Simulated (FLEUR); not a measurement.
# V (Im-3m) in FLEUR: further runs

One crystal, V, is run at these levels: PBEsol; tasks: single point.

All numbers are computed with FLEUR MaX-R8.1 (later development tree); they aren't measurements. Logs are shortened: lines on timing, memory, paths and dates and some standing lists are left out, and cuts for length are marked.

### Step 1. The structure

Symmetry: Im-3m, No. 229, cubic system. Conventional cell: a = 3.126 Å, b = 3.126 Å, c = 3.126 Å, α = 90.00°, β = 90.00°, γ = 90.00°. Around V (site symmetry m-3m) lie 8 V at 2.71 Å.

### Step 2. Single point, PBEsol, collinear spin, ferromagnetic start

inp.xml

```xml
<?xml version="1.0" encoding="UTF-8" standalone="no"?>
<fleurInput fleurInputVersion="0.39">
   <comment>
      V                                                                                                   
   </comment>
   <calculationSetup>
      <cutoffs Kmax="4.6" Gmax="14.3" GmaxXC="14.3" numbands="0"/>
      <scfLoop itmax="60" minDistance="0.00001" maxIterBroyd="15" imix="Anderson" alpha="0.05" precondParam="0.0" spinf="2.0" sdNocoIR="T"/>
      <coreElectrons ctail="T" frcor="F" kcrel="0" coretail_lmax="0"/>
      <xcFunctional name="PBEs" relativisticCorrections="F"/>
      <magnetism jspins="2"/>
      <soc l_soc="F" theta="0.0" phi="0.0" spav="F"/>
      <expertModes spex="0" secvar="F"/>
      <geometryOptimization l_f="F" forcealpha="1.0" forcemix="BFGS" epsdisp="0.00001" epsforce="0.00001"/>
      <ldaU l_linMix="F" mixParam="0.05" spinf="1.0"/>
   </calculationSetup>
   <cell>
      <bzIntegration valenceElectrons="13.0" mode="hist" fermiSmearingEnergy="0.00183747">
         <kPointListSelection listName="default-1"/>
         <!-- k-points included here -->
         <xi:include xmlns:xi="http://www.w3.org/2001/XInclude" href="kpts.xml"> </xi:include>
      </bzIntegration>
      <!-- symmetry operations included here -->
      <xi:include xmlns:xi="http://www.w3.org/2001/XInclude" href="sym.xml"> </xi:include>
      <bulkLattice scale="1.0">
         <bravaisMatrix>
            <row-1>   -2.9540829812212532     2.9540829812212532     2.9540829812212532</row-1>
            <row-2>    2.9540829812212532    -2.9540829812212532     2.9540829812212532</row-2>
            <row-3>    2.9540829812212532     2.9540829812212532    -2.9540829812212532</row-3>
         </bravaisMatrix>
      </bulkLattice>
   </cell>
   <atomSpecies>
      <species name="Vanadium (2.000" element="V" atomicNumber="23">
         <mtSphere radius="2.13" gridPoints="783" logIncrement="0.015"/>
         <atomicCutoffs lmax="9" lnonsphr="9"/>
         <electronConfig flipSpins="F">
            <coreConfig>(1s1/2) (2s1/2) (2p1/2) (2p3/2)</coreConfig>
            <valenceConfig>(3s1/2) (3p1/2) (3p3/2) (4s1/2) (3d3/2) (3d5/2)</valenceConfig>
            <stateOccupation state="(3d3/2)" spinUp="0.7" spinDown="0.5"/>
            <stateOccupation state="(3d5/2)" spinUp="1.8" spinDown="0.0"/>
         </electronConfig>
         <energyParameters s="4" p="4" d="3" f="4"/>
         <lo type="SCLO" l="0" n="3" eDeriv="0"/>
         <lo type="SCLO" l="1" n="3" eDeriv="0"/>
         <lo type="SCLO" l="1" n="3" eDeriv="1"/>
         <lo type="SCLO" l="2" n="3" eDeriv="2"/>
         <lo type="SCLO" l="3" n="4" eDeriv="2"/>
      </species>
   </atomSpecies>
   <atomGroups>
      <atomGroup species="Vanadium (2.000">
         <relPos label="                   1">.0000000000 .0000000000 .0000000000</relPos>
         <force calculate="T" relaxXYZ="TTT"/>
      </atomGroup>
   </atomGroups>
   <output dos="F" band="F" slice="F">
      <checks vchk="F" cdinf="F"/>
      <bandDOS minEnergy="-.5*Htr" maxEnergy="0.5*Htr" sigma="0.015" storeEVData="T"/>
      <vacuumDOS vacdos="F" integ="F" star="F" nstars="0" locx1="0.0" locy1="0.0" locx2="0.0" locy2="0.0" nstm="0" tworkf="0.0"/>
      <unfoldingBand unfoldBand="F" supercellX="1" supercellY="1" supercellZ="1"/>
      <plotting iplot="0" polar="F">
         <plot TwoD="T" vec1="  1.0  0.0  0.0" vec2="  0.0  1.0  0.0" vec3="  0.0  0.0  1.0" zero="  0.0  0.0  0.0" file="plot"/>
      </plotting>
      <chargeDensitySlicing numkpt="0" minEigenval="0.0" maxEigenval="0.0" nnne="0" pallst="F"/>
      <specialOutput eonly="F"/>
      <moessbauerParams electricFieldGradient="T" isomerShift="T" coreHyperfine="T" valenceHyperfine="T"/>
      <magneticCircularDichroism mcd="F" energyLo="-10.0" energyUp="0.0"/>
   </output>
  <!-- We include the file relax.xml here to enable relaxations (see documentation) -->
  <xi:include xmlns:xi="http://www.w3.org/2001/XInclude" href="relax.xml"> <xi:fallback/> </xi:include>
</fleurInput>
```

crystal.txt

```
V
&input cartesian=F /
-1.5632333928  1.5632333928  1.5632333928
1.5632333928  -1.5632333928  1.5632333928
1.5632333928  1.5632333928  -1.5632333928
1.8897261246
1.0 1.0 1.0

1
23 0.0000000000  0.0000000000  0.0000000000 : 2.000

&kpt div1=12 div2=12 div3=12 gamma=T /
```

Potentials or basis: all-electron, FLAPW.

Started as:

```
> inpgen -f crystal.txt -profile fastHighL
> # inp.xml edited to the form shown
> fleur_MPI
```

Log:

```text
Welcome to FLEUR        (www.flapw.de)
      MaX-Release 8.1          (www.max-centre.eu)

 ========== k-point set info ==========
 Selected k-point list: default-1
 k-point list type: mesh
 12 x 12 x 12
 Number of k points: 72

 ------------Calculation Setup---------------------------
 Number of MPI-tasks      :            1
 Number of PE/node        :            1
 Number of OMP-threads    :            1
 Most efficient MPI parallelization for:
           1           2           3           4           6           8           9          12          18          24          36          72
 Additional eigenvalue parallelization possible
 Number of basis functions:          213
 Approximate size of matrices (H+S) per k-point:         0.001 GB
 --------------------------------------------------------
 Iteration:     1   Distance:      25.42546782 me/bohr^3
 Iteration:     2   Distance:      24.12496925 me/bohr^3
 Iteration:     3   Distance:      12.56801943 me/bohr^3
 Iteration:     4   Distance:      17.34954890 me/bohr^3
 Iteration:     5   Distance:       3.52848571 me/bohr^3
 Iteration:     6   Distance:       4.39829028 me/bohr^3
 Iteration:     7   Distance:       3.28542338 me/bohr^3
 Iteration:     8   Distance:       2.45796157 me/bohr^3
 Iteration:     9   Distance:       2.55604127 me/bohr^3
 Iteration:    10   Distance:       1.73683093 me/bohr^3
[... 16 lines left out ...]
 Iteration:    27   Distance:       0.00442148 me/bohr^3
 Iteration:    28   Distance:       0.00085794 me/bohr^3
 Iteration:    29   Distance:       0.00016122 me/bohr^3
 Iteration:    30   Distance:       0.00015894 me/bohr^3
 Iteration:    31   Distance:       0.00010160 me/bohr^3
 Iteration:    32   Distance:       0.00007519 me/bohr^3
 Iteration:    33   Distance:       0.00005092 me/bohr^3
 Iteration:    34   Distance:       0.00001871 me/bohr^3
 Iteration:    35   Distance:       0.00001522 me/bohr^3
 Iteration:    36   Distance:       0.00000143 me/bohr^3

 ********************************************************************
 Run finished successfully
 Stop message:
   all done
 ********************************************************************
```

It took 62 s on 1 thread of Arm Neoverse V2, shared host; peak memory 0.06 GiB.

What came out:

| Quantity | Value |
| --- | --- |
| Free energy | -25805.1214 eV |
| Band gap on the k mesh | none (metal or under the smearing width) |
| Net moment | 0.00 μB per cell |
| Valence electrons inside the program's atomic spheres | V 10.90 (radii V 2.13 bohr) |

Levels at points of the mesh, in eV from the Fermi level:
Spin up:
| k point | band 3 | band 4 | band 5 | band 6 | band 7 | band 8 | band 9 | band 10 |
| --- | --- | --- | --- | --- | --- | --- | --- | --- |
| (0.00, 0.00, 0.00) | -37.19 | -37.19 | -6.30 | 0.38 | 0.38 | 0.38 | 2.09 | 2.09 |
| (0.00, 0.00, 0.50) | -37.38 | -37.19 | -2.79 | -0.92 | 1.26 | 2.07 | 2.37 | 3.51 |
| (0.50, 0.50, 0.50) | -37.61 | -37.61 | -2.48 | -2.48 | 3.19 | 3.19 | 3.19 | 9.07 |
Spin down:
```
           k point  band 3  band 4  band 5  band 6  band 7  band 8  band 9  band 10
(0.00, 0.00, 0.00)  -37.19  -37.19   -6.30    0.38    0.38    0.38    2.09     2.09
(0.00, 0.00, 0.50)  -37.38  -37.19   -2.79   -0.92    1.26    2.07    2.37     3.51
(0.50, 0.50, 0.50)  -37.61  -37.61   -2.48   -2.48    3.19    3.19    3.19     9.07
```

Core levels (eV from the Fermi level):
```csv
atom,levels
1 V,"1s1/2 -5351.1, 2s1/2 -595.6, 2p1/2 -501.2, 2p3/2 -494.1"
```

### Step 3. Single point, PBEsol, collinear spin, ferromagnetic start

This run uses another cell than the first one, of 14.59 Å³/atom, 0.955 times its volume.

Changes to inp.xml since step 2:

```diff
@@ -26,5 +26,5 @@
          <bravaisMatrix>
-            <row-1>   -2.9540829812212532     2.9540829812212532     2.9540829812212532</row-1>
-            <row-2>    2.9540829812212532    -2.9540829812212532     2.9540829812212532</row-2>
-            <row-3>    2.9540829812212532     2.9540829812212532    -2.9540829812212532</row-3>
+            <row-1>   -2.9086283217913311     2.9086283217913311     2.9086283217913311</row-1>
+            <row-2>    2.9086283217913311    -2.9086283217913311     2.9086283217913311</row-2>
+            <row-3>    2.9086283217913311     2.9086283217913311    -2.9086283217913311</row-3>
          </bravaisMatrix>
@@ -34,3 +34,3 @@
       <species name="Vanadium (2.000" element="V" atomicNumber="23">
-         <mtSphere radius="2.13" gridPoints="783" logIncrement="0.015"/>
+         <mtSphere radius="2.13" gridPoints="771" logIncrement="0.016"/>
          <atomicCutoffs lmax="9" lnonsphr="9"/>
```

crystal.txt

```
V
&input cartesian=F /
-1.5391798229  1.5391798229  1.5391798229
1.5391798229  -1.5391798229  1.5391798229
1.5391798229  1.5391798229  -1.5391798229
1.8897261246
1.0 1.0 1.0

1
23 0.0000000000  0.0000000000  0.0000000000 : 2.000

&kpt div1=12 div2=12 div3=12 gamma=T /
```

Potentials or basis: all-electron, FLAPW.

Started as:

```
> inpgen -f crystal.txt -profile fastHighL
> # inp.xml edited to the form shown
> fleur_MPI
```

Log:

```text
Welcome to FLEUR        (www.flapw.de)
      MaX-Release 8.1          (www.max-centre.eu)

 ========== k-point set info ==========
 Selected k-point list: default-1
 k-point list type: mesh
 12 x 12 x 12
 Number of k points: 72

 ------------Calculation Setup---------------------------
 Number of MPI-tasks      :            1
 Number of PE/node        :            1
 Number of OMP-threads    :            1
 Most efficient MPI parallelization for:
           1           2           3           4           6           8           9          12          18          24          36          72
 Additional eigenvalue parallelization possible
 Number of basis functions:          212
 Approximate size of matrices (H+S) per k-point:         0.001 GB
 --------------------------------------------------------
 Iteration:     1   Distance:      26.74842304 me/bohr^3
 Iteration:     2   Distance:      25.43007291 me/bohr^3
 Iteration:     3   Distance:      12.97795440 me/bohr^3
 Iteration:     4   Distance:      17.18645691 me/bohr^3
 Iteration:     5   Distance:       4.40260953 me/bohr^3
 Iteration:     6   Distance:       3.71111248 me/bohr^3
 Iteration:     7   Distance:       3.30974417 me/bohr^3
 Iteration:     8   Distance:       2.10879955 me/bohr^3
 Iteration:     9   Distance:       1.70151319 me/bohr^3
 Iteration:    10   Distance:       1.58531147 me/bohr^3
[... 8 lines left out ...]
 Iteration:    19   Distance:       0.08423510 me/bohr^3
 Iteration:    20   Distance:       0.02816687 me/bohr^3
 Iteration:    21   Distance:       0.03574249 me/bohr^3
 Iteration:    22   Distance:       0.00282832 me/bohr^3
 Iteration:    23   Distance:       0.00738933 me/bohr^3
 Iteration:    24   Distance:       0.00063754 me/bohr^3
 Iteration:    25   Distance:       0.00067822 me/bohr^3
 Iteration:    26   Distance:       0.00018600 me/bohr^3
 Iteration:    27   Distance:       0.00063625 me/bohr^3
 Iteration:    28   Distance:       0.00000736 me/bohr^3

 ********************************************************************
 Run finished successfully
 Stop message:
   all done
 ********************************************************************
```

Wall time 47 s (1 thread of Arm Neoverse V2, shared host); peak memory 0.06 GiB.

What came out:

- Free energy: -25805.2133 eV
- Band gap on the k mesh: none (metal or under the smearing width)
- Net moment: 0.00 μB per cell
- Valence electrons inside the program's atomic spheres: V 10.95 (radii V 2.13 bohr)

Core levels (eV from the Fermi level):
```csv
atom,levels
1 V,"1s1/2 -5351.0, 2s1/2 -595.5, 2p1/2 -501.1, 2p3/2 -494.0"
```

(Part 1 of 2 ends here.)
